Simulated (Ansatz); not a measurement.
Relaxation of Ag

These are results of Ansatz, DFT PBEsol, scalar-relativistic, plane waves, PAW, not measurements. (420 eV cutoff, 18×18×14 k-mesh, Gaussian smearing of 0.10 eV, no spin polarisation)

What was changed: uniaxial strain along a, with b, c and atoms relaxed: +1.5 %.

Command:

```bash
ansatz run input.yaml --threads 1 --pin off --max-ram 2560MiB --backend cpu --events-out ev --progress --plain --runs-dir out
```

Input:

```yaml
crystal:
  lattice:
    - [2.0576263425, 2.0576263425, 0.0]
    - [-2.0196160037, 2.0196160037, 0.0]
    - [0.0, 0.0, 4.0392320074]
  atoms:
    - { symbol: Ag, position: [0.0, 0.0, 0.0] }
    - { symbol: Ag, position: [0.5, 0.5, 0.5] }
basis:
  ecutwfc: 420
kpoints:
  mp_grid: { grid: [18, 18, 14] }
hamiltonian:
  xc: pbesol
scf:
  occupations: { method: gaussian, width: 0.1 }
output:
  forces: true
  stress: true
  eigenvalues: true
relax:
  adjacent_minimum: "off"
  f_tol: 0.008
  max_steps: 40
  cell: { stress_tol: 0.015, fix: [a, angles] }
```

F is the free energy. Steps run on the plane waves of an earlier cell, but the last one, and at times one on the way, on a freshly chosen basis, so a repeated geometry can differ a little in energy. The held parts of the cell keep their stress, so P needn't end at zero.

Steps:

```tsv
step	F − F(1) (eV)	largest force component (eV/Å)	V (Å³/atom)	P (GPa)
1	0.0000	0.000	16.785	-0.88
2	-0.0010	0.000	16.702	-0.32
3	-0.0012	0.000	16.734	-0.56
4	-0.0012	0.000	16.714	-0.41
5	-0.0012	0.000	16.714	-0.41
```

Relaxed structure:

```
CELL_PARAMETERS angstrom
2.05763 2.05763 0.00000
-2.03432 2.03432 0.00000
0.00000 0.00000 3.99289
ATOMIC_POSITIONS crystal
Ag 0.00000 0.00000 0.00000
Ag 0.50000 0.50000 0.50000
```

Symmetry: Immm, No. 71, orthorhombic system. Conventional cell: a = 2.877 Å, b = 2.910 Å, c = 3.993 Å, α = 90.00°, β = 90.00°, γ = 90.00°. Ag (site symmetry mmm) has 12 Ag at 2.86 to 2.91 Å as nearest neighbours.

The run converged. It took 61 s on 1 thread of Intel(R) Xeon(R) 6975P-C (Granite Rapids) (shared host), peak memory 0.76 GiB.